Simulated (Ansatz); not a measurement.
MgTe (started from an entry of an open crystallographic database), relaxed with r2SCAN: 5 runs in Ansatz, each a calculation of independent-particle optics. It is hexagonal, P6_3mc (No. 186); conventional cell a = 4.578 Å, c = 7.456 Å, 33.82 Å³ an atom. Mg has 4 Te at 2.80 Å; Te has 4 Mg at 2.80 Å. Calculated for a static, non-magnetic cell.

```yaml
crystal:
  lattice:
    - [4.57751, 0.00000, 0.00000]
    - [-2.28876, 3.96424, 0.00000]
    - [0.00000, 0.00000, 7.45557]
  atoms:
    - { symbol: Mg, position: [0.33333, 0.66667, 0.00440] }
    - { symbol: Mg, position: [0.66667, 0.33333, 0.50440] }
    - { symbol: Te, position: [0.33333, 0.66667, 0.38060] }
    - { symbol: Te, position: [0.66667, 0.33333, 0.88060] }
```

On meshes this coarse, single peaks can be features of the mesh. No local fields, no excitons; the zone sum runs over the cells of the mesh, and ε∞ includes the bands left out of the spectrum. Up to four peaks are listed, those above 15 % of the tallest and inside the complete range; the four can differ from row to row. Rows marked drawn have settings drawn at random (some not listed).

| functional | k mesh | broadening (eV) | scissors (eV) | range (eV) | settings | direct gap on the mesh before scissors (eV) | ε∞ xx | ε∞ yy | ε∞ zz | complete up to (eV) | tallest peaks of mean ε₂ (eV) |
| --- | --- | --- | --- | --- | --- | --- | --- | --- | --- | --- | --- |
| PBE | 6×6×4 | 0.1 | 0.00 | 0–15 | chosen | 2.46 | 6.01 | 6.01 | 6.12 | 15.0 | 4.45 5.25 5.60 5.95 |
| r2SCAN | 6×6×4 | 0.1 | 0.00 | 0–15 | chosen | 3.16 | 5.22 | 5.22 | 5.30 | 15.0 | 5.00 5.80 6.10 6.50 |
| PBE | 6×6×4 | 0.1 | 0.85 (to HSE06) | 0–15 | chosen | 2.46 | 5.30 | 5.30 | 5.38 | 15.0 | 5.30 6.10 6.45 6.80 |
| PBE | 6×6×2 | 0.4 | 0.30 | 0–6 | drawn | 2.46 | 5.75 | 5.75 | 5.85 | 6.0 | 4.80 |

Q: Estimate from these rows what the further settings give.
```
functional  k mesh  broadening (eV)  scissors (eV)  range (eV)  settings
    r2SCAN   6×6×2             0.25           0.60      0.5–15     drawn
```

A:

| functional | k mesh | broadening (eV) | scissors (eV) | range (eV) | settings | direct gap on the mesh before scissors (eV) | ε∞ xx | ε∞ yy | ε∞ zz | complete up to (eV) | tallest peaks of mean ε₂ (eV) |
| --- | --- | --- | --- | --- | --- | --- | --- | --- | --- | --- | --- |
| r2SCAN | 6×6×2 | 0.25 | 0.60 | 0.5–15 | drawn | 3.16 | 4.85 | 4.85 | 4.92 | 15.0 | 5.70 |

No spin-orbit coupling is included; it can move band edges with weight on the heavy atoms by tenths of an eV.
